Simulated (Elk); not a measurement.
Planning a run of Elk 11.2.3 (patched build) on BaS (Fm-3m). The input:

```
tasks
  320

xctype
  20

rgkmax
  8.5

gmaxvr
  18.0

lmaxapw
  10

lmaxo
  8

nxlo
  2

lorbcnd
  .true.

autolinengy
  .true.

tshift
  .false.

spinorb
  .true.

ngridk
  6 6 6

vkloff
  0.05 0.15 0.25

nempty
  10

swidth
  0.00551

scissor
  0.03673

gmaxrf
  1.5

wplot
  246 100 0
  0.0 0.4525

optcomp
  1 1
  2 2
  3 3

fxctype
  210

sppath
  './'

avec
  0.0000000000 6.0353128105 6.0353128105
  6.0353128105 0.0000000000 6.0353128105
  6.0353128105 6.0353128105 0.0000000000

atoms
  2
  'Ba.in'
  1
  0.0000000000 0.0000000000 0.0000000000
  'S.in'
  1
  0.5000000000 0.5000000000 0.5000000000
```

```sh
OMP_NUM_THREADS=16 elk > log
```

**Question.** How long will it take on 16 threads of Arm Neoverse V1, shared host, and how much memory?

It took 29 s; on shared hardware allow 15 s to 59 s. Peak host memory was 0.72 GiB.

[Paths, hosts, dates, memory and timing lines, banners, echoed tables and standing remarks are left out of the program output.]

[Logs are printed without paths, hosts, clocks, repeated set-up lines and the standing remarks that a program may print on its own settings, such as how far it seeks lower states.]

[Runs of the session that timed out or met a known fault of the program may be left out.]

[Hosts, paths, dates, database ids (printed as entryN), source tags and the programs' standing remarks are cut or masked in the printed files.]
